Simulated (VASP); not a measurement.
Here is a VASP 6.6.1 calculation.

The input INCAR:

```
PREC     = Accurate       # precision mode
ENCUT    = 520            # plane-wave cutoff, eV
EDIFF    = 1E-6           # SCF threshold, eV
ISMEAR   = 0              # smearing method
SIGMA    = 0.03           # smearing width, eV
LREAL    = F              # projectors in reciprocal space
LASPH    = T              # aspherical terms in the spheres
NELM     = 100            # most SCF steps
ALGO     = Fast           # electronic algorithm
ISIF     = 2              # what is computed and relaxed
LWAVE    = F              # write WAVECAR
LCHARG   = T              # write CHGCAR
GGA      = PE             # functional
LELF     = T              # ELF
LVHAR    = T            
NBANDS   = 16             # bands
```

File KPOINTS:

```
regular mesh
0
Gamma
  12 12 12
```

The input POSCAR:

```
Si
1.0
   -3.5822262691      3.5822262691      1.6566617414
    3.5822262691     -3.5822262691      1.6566617414
    3.5822262691      3.5822262691     -1.6566617414
Si
4
Direct
    0.1788010600      0.1788010600      0.3576021200
    0.8211989400      0.8211989400      0.6423978800
    0.1788010600      0.8211989400      0.0000000000
    0.8211989400      0.1788010600      0.0000000000
```

Potentials or basis: VASP PAW PBE potentials, release 64 (Si).

Command:

```sh
$ cat potpaw_PBE.64/Si/POTCAR > POTCAR
$ mpirun -np 1 vasp_std > vasp.out
```

Predict the pressure.

5.6 GPa.

Predict the band gap on the k mesh.

none (metal or under the smearing width).

Forces in eV/Å, atoms in the order of the input:
```
Si  -1.750 -1.750  0.000
Si   1.750  1.750  0.000
Si   1.750 -1.750  0.000
Si  -1.750  1.750  0.000
```

Caveat: forces of over 1 eV/Å show positions far from the minimum, so gaps and moduli don't describe the material at rest.
